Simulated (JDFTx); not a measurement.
Ge:

```
Ge
1.0
     0.00000    2.82891    2.82891
     2.82891    0.00000    2.82891
     2.82891    2.82891    0.00000
Ge
2
Direct
  0.75000 0.75000 0.75000
  0.50000 0.50000 0.50000
```

```yaml
Program: JDFTx 1.7.0 (patched build)
Task: single point
Functional: PBE
Potentials_or_basis: PseudoDojo-SR-PBE-0.5-standard
Cutoff: 1061 eV
Density_cutoff: 4245 eV
k_mesh: 8 × 8 × 8
Occupations: fermi-dirac, width 0.05 eV
Spin: no spin polarisation
```

On this cell: pressure 3.7 GPa; largest force zero by symmetry; band gap on the k mesh none (metal or under the smearing width).

The same run follows on a disturbed copy (atoms moved at random, drawn with an rms of 0.05 Å):

```
Ge
1.0
     0.00000    2.82891    2.82891
     2.82891    0.00000    2.82891
     2.82891    2.82891    0.00000
Ge
2
Direct
  0.76097 0.73326 0.75334
  0.49345 0.48940 0.51015
```

Q: What changes?

A: The energy (extrapolated to zero smearing) moves by +10.0 meV/atom; pressure 3.9 GPa; largest force 0.712 eV/Å; band gap on the k mesh none (metal or under the smearing width).

Forces in eV/Å, atoms in the order of the input:
```
Ge   0.447 -0.382 -0.401
Ge  -0.447  0.382  0.401
```

Stress tensor (GPa, compression positive):
```
 3.86 -1.16 -1.10
-1.16  3.88  1.30
-1.10  1.30  3.87
```

Caveats: this crystal is a semiconductor, whose small gap the functional closes, so the metal is an error of the method (some runs); forces may be off by hundredths of an eV/Å (some runs).
